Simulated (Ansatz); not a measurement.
InSe under changes of volume

One of the cells (28.559 Å³/atom); the others are scaled copies at fixed shape and fractional positions:

```
In Se
1.0
     5.82639   -2.05465    0.00000
     5.82639    2.05465    0.00000
    -1.72323    0.00000    4.77135
In Se
2 2
Direct
  0.88820 0.88820 0.04684
  0.11180 0.11180 0.95316
  0.66093 0.66093 0.66896
  0.33907 0.33907 0.33104
```

The cell comes from a database or a generator and needn't be the stable form of this composition.

```yaml
Program: Ansatz 0.2.0
Functional: r2SCAN
Potentials_or_basis: Ansatz PAW
Cutoff: "500 eV (not typed: the program's choice for these potentials)"
k_mesh: 7 × 7 × 6
Occupations: fermi-dirac, width 0.05 eV
Spin: no spin polarisation
```

```tsv
volume (Å³/atom)	energy over the lowest point (meV/atom)	pressure (GPa)	gap on the mesh (eV)	largest force (eV/Å)
26.846	?	?	?	?
27.417	7.44	2.3	1.59	0.339
27.988	1.57	1.0	1.55	0.163
28.559	0.00	-0.1	1.51	0.025
29.131	2.26	-1.1	1.47	0.153
29.702	7.93	-2.0	1.42	0.290
30.273	16.64	-2.8	1.38	0.418
```

**Question.** What does the run at 26.846 Å³/atom give?

**Answer.** Energy over the lowest point 18.10 meV/atom; pressure 3.7 GPa; gap on the mesh 1.63 eV; largest force 0.530 eV/Å.

Worked out: A Birch-Murnaghan fit of order 3 (a polynomial in V^(-2/3)) to the other rows has its minimum at 28.50 Å³/atom with B0 = V·E''(V) = 54 GPa and B' = 4.8 at fixed shape and positions, which overstates the stiffness. It gives 18.13 meV/atom at 26.846 Å³/atom, against the run's 18.10, and -dE/dV = 3.7 GPa, against 3.7. A straight line through the other rows of the gap, of slope -2.13 eV per unit of ln V, extrapolates to 1.64 eV, against the run's 1.63.

Energies are extrapolated to zero smearing.

Caveats: odd divisions of the mesh miss points on the zone boundary, where band edges often lie, so the gap on the mesh can be too wide; spin-orbit coupling is left out, which moves the levels of the heavy elements; the PAW data sets come from PBE, with cores solved anew for the run's functional, which leaves a small shift of forces and pressure.

A mesh can miss the band edges.
